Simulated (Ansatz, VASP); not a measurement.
**One calculation of Sc, two programs**

The input INCAR:

```
  PREC = Accurate
  ENCUT = 520
  EDIFF = 1E-6
  ISMEAR = 0
  SIGMA = 0.15
  LREAL = False
  LASPH = True
  NELM = 100
  ALGO = Normal
  ISIF = 2
  LWAVE = False
  LCHARG = False
  GGA = CA
  NBANDS = 12
```

KPOINTS

```
Automatic mesh
0
Gamma
  18 18 18
```

POSCAR

```
Sc
1.0
    0.0000000000      2.2023850000      2.3045575000
    2.2023850000      0.0000000000      2.3045575000
    2.2023850000      2.2023850000      0.0000000000
Sc
1
Direct
    0.0000000000      0.0000000000      0.0000000000
```

Input for Ansatz:

```yaml
crystal:
  lattice:
    - [0.0, 2.202385, 2.3045575]
    - [2.202385, 0.0, 2.3045575]
    - [2.202385, 2.202385, 0.0]
  atoms:
    - { symbol: Sc, position: [0.0, 0.0, 0.0] }
basis:
  ecutwfc: 420
kpoints:
  mp_grid: { grid: [18, 18, 18] }
hamiltonian:
  xc: lda
scf:
  occupations: { method: gaussian, width: 0.15 }
output:
  forces: true
  stress: true
  eigenvalues: true
```

Change from the starting cell: strain -0.030 along x and y, +0.015 along z, atoms carried along.

Alike in both runs: task single point; functional LDA; k mesh 18 × 18 × 18; occupations gaussian, width 0.15 eV; no spin polarisation.

|  | VASP | Ansatz |
| --- | --- | --- |
| version | VASP 6.6.1 | Ansatz 0.2.0 |
| potentials or method | VASP PAW LDA potentials, release 64 (Sc_sv) | scalar-relativistic, plane waves, PAW |
| plane-wave cutoff (eV) | 520 | 420 |
| valence electrons in the cell | 11 | 11 |

|  | VASP | Ansatz | Ansatz less VASP |
| --- | --- | --- | --- |
| gap on the k mesh at the Fermi level (eV) | none | none | - |
| pressure (GPa) | 0.1 | 0.1 | -0.07 |
| largest component of the traceless stress (GPa) | 1.06 | 1.05 | -0.002 |

A gap of «none» marks a metal or a gap that the smearing closes.
